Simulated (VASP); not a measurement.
# AlNi (Cmmm) in VASP: further runs

Runs on AlNi. Level: PBEsol. Tasks: single point.

Everything below comes from runs of VASP 6.6.1. Logs are shortened: lines on timing, memory, paths and dates and some standing lists are left out, and cuts for length are marked.

## Step 1: The crystal as given

It takes space group Cmmm (No. 65, orthorhombic). Conventional cell: a = 3.877 Å, b = 3.906 Å, c = 3.099 Å, α = 90.00°, β = 90.00°, γ = 90.00°. Al (site symmetry mmm) is surrounded by 8 Ni at 2.48 to 2.49 Å and 4 Al at 2.75 Å. Ni (site symmetry mmm) is surrounded by 8 Al at 2.48 to 2.49 Å and 4 Ni at 2.75 Å.

The cell comes from a database or a generator and needn't be the stable form of this composition.

## Step 2: Single point, PBEsol, collinear spin, twin_end start

Contents of INCAR:

```
  PREC = Accurate
  ENCUT = 520
  EDIFF = 1E-7
  ISMEAR = 1
  SIGMA = 0.05
  LREAL = F
  LASPH = T
  NELM = 150
  ALGO = Normal
  ISIF = 2
  LWAVE = F
  LCHARG = T
  ISPIN = 2
  MAGMOM = 0.16 0.98
  LORBIT = 11
  NUPDOWN = 1.3
  LMAXMIX = 4
  GGA = PS
  LELF = T
  LVHAR = T
  NBANDS = 18
```

Contents of KPOINTS:

```
Automatic mesh
0
Gamma
  5 5 4
```

Contents of POSCAR:

```
AlNi
1.0
    1.9386940000     -1.9531901500      0.0000000000
    1.9386940000      1.9531901500      0.0000000000
    0.0000000000      0.0000000000      3.0994300400
Al Ni
1 1
Direct
    0.0000000000      0.0000000000      0.0000000000
    0.5000000000      0.5000000000      0.5000000000
```

Potentials or basis: VASP PAW PBE potentials, release 64 (Al, Ni).

Command:

```bash
> cat potpaw_PBE.64/Al/POTCAR potpaw_PBE.64/Ni/POTCAR > POTCAR
> mpirun -np 1 vasp_std > vasp.out
```

OUTCAR:

```text
PREC = Accurate
   ENCUT = 520
   EDIFF = 1E-7
   ISMEAR = 1
   LREAL = F
   LASPH = T
   NELM = 150
   ISIF = 2
   ISPIN = 2
   LORBIT = 11
   NUPDOWN = 1.3
   GGA = PS

 ion  position               nearest neighbor table
   1  0.000  0.000  0.000-   2 2.48   2 2.48   2 2.48   2 2.48   2 2.49   2 2.49   2 2.49   2 2.49

   2  0.500  0.500  0.500-   1 2.48   1 2.48   1 2.48   1 2.48   1 2.49   1 2.49   1 2.49   1 2.49

  LATTYP: Found a base centered orthorhombic cell.
 ALAT       =     3.8773880000
 B/A-ratio  =     1.0074772759
 C/A-ratio  =     0.7993603013

  Lattice vectors:

 A1 = (   1.9386940000,  -1.9531901500,   0.0000000000)
 A2 = (   1.9386940000,   1.9531901500,   0.0000000000)
 A3 = (   0.0000000000,   0.0000000000,   3.0994300400)

Analysis of symmetry for initial positions (statically):
=====================================================================
 Subroutine PRICEL returns:
 Original cell was already a primitive cell.

 Routine SETGRP: Setting up the symmetry group for a
 base centered orthorhombic supercell.

 Subroutine GETGRP returns: Found  8 space group operations
 (whereof  8 operations were pure point group operations)
 out of a pool of  8 trial point group operations.

The static configuration has the point symmetry D_2h.

Analysis of symmetry for dynamics (positions and initial velocities):
=====================================================================
 Subroutine PRICEL returns:
 Original cell was already a primitive cell.

 Routine SETGRP: Setting up the symmetry group for a
 base centered orthorhombic supercell.

 Subroutine GETGRP returns: Found  8 space group operations
 (whereof  8 operations were pure point group operations)
 out of a pool of  8 trial point group operations.

The dynamic configuration has the point symmetry D_2h.

Analysis of structural, dynamic, and magnetic symmetry:
=====================================================================
 Subroutine PRICEL returns:
 Original cell was already a primitive cell.

 Routine SETGRP: Setting up the symmetry group for a
 base centered orthorhombic supercell.

 Subroutine GETGRP returns: Found  8 space group operations
 (whereof  8 operations were pure point group operations)
 out of a pool of  8 trial point group operations.

The overall configuration has the point symmetry D_2h.

 Subroutine INISYM returns: Found  8 space group operations
 (whereof  8 operations are pure point group operations),
 and found     1 'primitive' translations

----------------------------------------------------------------------------------------

                                     Primitive cell

  volume of cell :      23.4728

  direct lattice vectors                    reciprocal lattice vectors
     1.938694000 -1.953190150  0.000000000     0.257905580 -0.255991461  0.000000000
     1.938694000  1.953190150  0.000000000     0.257905580  0.255991461  0.000000000
     0.000000000  0.000000000  3.099430040     0.000000000  0.000000000  0.322639965

  length of vectors
     2.751996764  2.751996764  3.099430040     0.363382603  0.363382603  0.322639965

  position of ions in fractional coordinates (direct lattice)
     0.000000000  0.000000000  0.000000000
     0.500000000  0.500000000  0.500000000

  ion indices of the primitive-cell ions
   primitive index   ion index
                 1           1
                 2           2

----------------------------------------------------------------------------------------

 KPOINTS: Automatic mesh

Automatic generation of k-mesh.
 Grid dimensions read from file:
 generate k-points for:    5    5    4

 Generating k-lattice:

  Cartesian coordinates                     Fractional coordinates (reciprocal lattice)
     0.051581116 -0.051198292  0.000000000     0.200000000  0.000000000  0.000000000
     0.051581116  0.051198292  0.000000000     0.000000000  0.200000000  0.000000000
     0.000000000  0.000000000  0.080659991     0.000000000  0.000000000  0.250000000

  Length of vectors
     0.072676521  0.072676521  0.080659991

  Shift w.r.t. Gamma in fractional coordinates (k-lattice)
     0.000000000  0.000000000  0.000000000

 Subroutine IBZKPT returns following result:
 ===========================================

 Found     27 irreducible k-points:

 Following reciprocal coordinates:
            Coordinates               Weight
  0.000000  0.000000  0.000000      1.000000
  0.200000  0.000000  0.000000      4.000000
  0.400000  0.000000  0.000000      4.000000
  0.200000  0.200000  0.000000      2.000000
  0.400000  0.200000  0.000000      4.000000
 -0.400000  0.200000  0.000000      4.000000
[... 16 lines left out ...]
  0.400000  0.200000  0.500000      4.000000
 -0.400000  0.200000  0.500000      4.000000
 [... further k-points ...]
   k-points           NKPTS =     27   k-points in BZ     NKDIM =     27   number of bands    NBANDS=     18
   number of dos      NEDOS =    301   number of ions     NIONS =      2
   total plane-waves  NPLWV =   9600
   dimension x,y,z NGX =    20 NGY =   20 NGZ =   24
   dimension x,y,z NGXF=    40 NGYF=   40 NGZF=   48
   ions per type =               1   1
   NGX,Y,Z   is equivalent  to a cutoff of  12.08, 12.08, 12.87 a.u.
   NGXF,Y,Z  is equivalent  to a cutoff of  24.16, 24.16, 25.75 a.u.
 SYSTEM =  unknown system
   PREC   = accura    normal or accurate (medium, high low for compatibility)
   ISTART =      0    job   : 0-new  1-cont  2-samecut
   ICHARG =      2    charge: 1-file 2-atom 10-const
   ISPIN  =      2    spin polarized calculation?
   LNONCOLLINEAR =      F non collinear calculations
   LSORBIT =      F    spin-orbit coupling
   LASPH  =      T    aspherical Exc in radial PAW
   ENCUT  =  520.0 eV  38.22 Ry    6.18 a.u.   5.12  5.12  5.76*2*pi/ulx,y,z
   NELM   =    150;   NELMIN=  2; NELMDL= -5     # of ELM steps
   EDIFF  = 0.1E-06   stopping-criterion for ELM
   LREAL  =      F    real-space projection
   EDIFFG = 0.1E-05   stopping-criterion for IOM
   NSW    =      0    number of steps for IOM
   IBRION =     -1    ionic relax: 0-MD 1-quasi-New 2-CG
   NFREE  =      0    steps in history (QN), initial steepest desc. (CG)
   ISIF   =      2    stress and relaxation
   ISYM   =      2    0-nonsym 1-usesym 2-fastsym
   POTIM  = 0.5000    time-step for ionic-motion
   TEBEG  =    0.0;   TEEND  =   0.0 temperature during run
   PSTRESS=    0.0 pullay stress
   NELECT =      13.0000    total number of electrons
   NUPDOWN=       1.3000    fix difference up-down
   EMIN   =  10.00;   EMAX   =-10.00  energy-range for DOS
   EFERMI =   0.00;   METHOD = LEGACY
   ISMEAR =     1;   SIGMA  =   0.05  broadening in eV -4-tet -1-fermi 0-gaus
   EFERMI_NEDOS =   21; number of points for ismear=-14 and -15
   IALGO  =     38    algorithm
   IMIX   =      4    mixing-type and parameters
     AMIX     =   0.40;   BMIX     =  1.00
     AMIX_MAG =   1.60;   BMIX_MAG =  1.00
  volume/ion in A,a.u.               =      11.74        79.20
  Fermi-wavevector in a.u.,A,eV,Ry     =   1.344417  2.540580 24.591955  1.807458
  Thomas-Fermi vector in A             =   2.472413
   LORBIT       =     11    0 simple, 1 ext, 2 COOP (PROOUT), +10 PAW based schemes
   GGA     = PS    functional components
   LHFCALC =     F    Hartree Fock is set to
   AEXX    =    0.0000 exact exchange contribution
   IVDW    =     0    specifies the selected vdW correction
   LEPSILON=     F    determine dielectric tensor
   LRPA    =     F    only Hartree local field effects (RPA)
 spin polarized calculation
 Methfessel and Paxton  Order N= 1 SIGMA  =   0.05
  energy-cutoff  :      520.00
  volume of cell :       23.47
 maximum number of plane-waves:       643
   NGX = 11   NGY = 11   NGZ = 11

 number of electron      13.0000020 magnetization       1.3000068

 Free energy of the ion-electron system (eV)
  ---------------------------------------------------
  ext. energy  EPLUGINS =         0.00000000
  ---------------------------------------------------
  free energy    TOTEN  =       -10.49184273 eV

  energy without entropy =      -10.49177279  energy(sigma->0) =      -10.49181942

 E-fermi :   8.9584     XC(G=0): -12.2683

 val. band max:       12.2894411977   @ k =   0.4000   0.2000   0.5000
 cond. band min:       8.9846875101   @ k =   0.2000   0.0000   0.5000
 fundamental gap:     -3.3047536877
 Fermi energy:        12.3173226687

 spin component 1

 k-point     1 :       0.0000    0.0000    0.0000
  band No.  band energies     occupation
      1      -1.3392      1.00000
      2       5.8426      1.00000
      3       6.0522      1.00000
      4       7.6853      1.00000
      5       7.7036      1.00000
      6       8.0878      1.00000
[... 10 lines left out ...]
     17      33.3776      0.00000
     18      33.3858      0.00000
[... 463 lines left out ...]
 k-point    24 :      -0.4000    0.2000    0.5000
  band No.  band energies     occupation
      1       4.2685      1.00000
      2       5.7643      1.00000
      3       6.0730      1.00000
      4       6.7947      1.00000
      5       7.7419      1.00000
      6       8.4334      1.00000
[... 10 lines left out ...]
     17      34.8878      0.00000
     18      36.7539      0.00000

 [... further k-points ...]

 spin component 2

 k-point     1 :       0.0000    0.0000    0.0000
  band No.  band energies     occupation
      1      -0.8927      1.00000
      2       6.7882      1.00000
      3       7.0302      1.00000
      4       8.3685      1.00000
      5       8.3892      1.00000
      6       8.7122      1.00000
[... 10 lines left out ...]
     17      33.7684      0.00000
     18      33.7821      0.00000
[... 463 lines left out ...]
 k-point    24 :      -0.4000    0.2000    0.5000
  band No.  band energies     occupation
      1       4.8101      1.00000
      2       6.2541      1.00000
      3       6.6682      1.00000
      4       7.6408      1.00000
      5       8.7516      1.00000
      6       9.0489     -0.01404
[... 10 lines left out ...]
     17      35.3397      0.00000
     18      37.1789      0.00000

 [... further k-points ...]
[... 5 lines left out ...]
  --------------------------------------------------------------------------------------
  -------------------------------------------------------------------------------------
  Total        1.9195766      1.7707516      0.3603807      0.0000000      0.0000000      0.0000000
  in kB      131.0238663    120.8655700     24.5983777      0.0000000      0.0000000      0.0000000
  external PRESSURE =      92.1626047 kB  Pullay stress =       0.0000000 kB

 VOLUME and BASIS-vectors are now :
 -----------------------------------------------------------------------------
  energy-cutoff  :      520.00
  volume of cell :       23.47
      direct lattice vectors                 reciprocal lattice vectors
     1.938694000 -1.953190150  0.000000000     0.257905580 -0.255991461  0.000000000
     1.938694000  1.953190150  0.000000000     0.257905580  0.255991461  0.000000000
     0.000000000  0.000000000  3.099430040     0.000000000  0.000000000  0.322639965

 POSITION                                       TOTAL-FORCE (eV/Angst)
 -----------------------------------------------------------------------------------
      0.00000      0.00000      0.00000         0.000000      0.000000      0.000000
      1.93869      0.00000      1.54972        -0.000000     -0.000000      0.000000
 -----------------------------------------------------------------------------------
    total drift:                                0.000000      0.000000      0.000000

  FREE ENERGIE OF THE ION-ELECTRON SYSTEM (eV)
  ---------------------------------------------------
  free  energy   TOTEN  =       -10.4918427337 eV

  energy  without entropy=      -10.4917727874  energy(sigma->0) =      -10.49181942

 total charge

# of ion       s       p       d       tot
------------------------------------------
    1        0.393   0.429   0.000   0.822
    2        0.513   0.573   8.366   9.452
--------------------------------------------------
tot          0.906   1.003   8.366  10.275

 magnetization (x)

# of ion       s       p       d       tot
------------------------------------------
    1        0.022   0.069   0.000   0.091
    2        0.066   0.113   0.752   0.931
--------------------------------------------------
tot          0.088   0.182   0.752   1.022
```

Wall time 17 s (1 thread of Intel Xeon 6975P-C (Granite Rapids), shared host); peak memory 0.14 GiB.

What came out:

```
Free energy                                           : -10.4918 eV
Pressure                                              : 9.2 GPa
Net moment                                            : 1.30 μB per cell
Site moments                                          : Al +0.09; Ni +0.93 μB
Valence electrons inside the program's atomic spheres : Al 0.82; Ni 9.45
```

Caveat: the k mesh is coarse (spacing up to 0.51 Å⁻¹), so the values aren't converged; the PAW data sets were made with another functional, which shifts forces and pressure a little; the total moment is fixed, so each spin has its own Fermi level.

## Step 3: Single point, PBEsol, collinear spin, zero start

Contents of INCAR:

```
PREC = Accurate ; ENCUT = 520
EDIFF = 1E-6 ; ISMEAR = 1
SIGMA = 0.05 ; LREAL = False
LASPH = True ; NELM = 150
ALGO = Normal ; ISIF = 2
LWAVE = False ; LCHARG = False
ISPIN = 2 ; MAGMOM = 0 0
LORBIT = 11 ; NUPDOWN = 0.0
LMAXMIX = 4 ; GGA = PS
NBANDS = 18
```

Contents of KPOINTS:

```
regular mesh
0
Gamma
  5 5 4
```

POSCAR is that of step 2.

Potentials or basis: VASP PAW PBE potentials, release 64 (Al, Ni).

Command:

```bash
> cat potpaw_PBE.64/Al/POTCAR potpaw_PBE.64/Ni/POTCAR > POTCAR
> mpirun -np 1 vasp_std > vasp.out
```

Run time: 13 s. Hardware: 1 thread of Intel Xeon 6975P-C (Granite Rapids), shared host; peak memory 0.15 GiB.

It converged, with:

| Item | Value |
| --- | --- |
| Free energy | -11.4844 eV |
| Pressure | 1.4 GPa |
| Net moment | 0.00 μB per cell |
| Valence electrons inside the program's atomic spheres | Al 0.81; Ni 9.51 |

Stress tensor (GPa, compression positive):
```
 6.84  0.00  0.00
 0.00  5.54  0.00
 0.00  0.00 -8.03
```

Caveat: the k mesh is coarse (spacing up to 0.51 Å⁻¹), so the values aren't converged; the PAW data sets were made with another functional, which shifts forces and pressure a little; the total moment is fixed, so each spin has its own Fermi level.
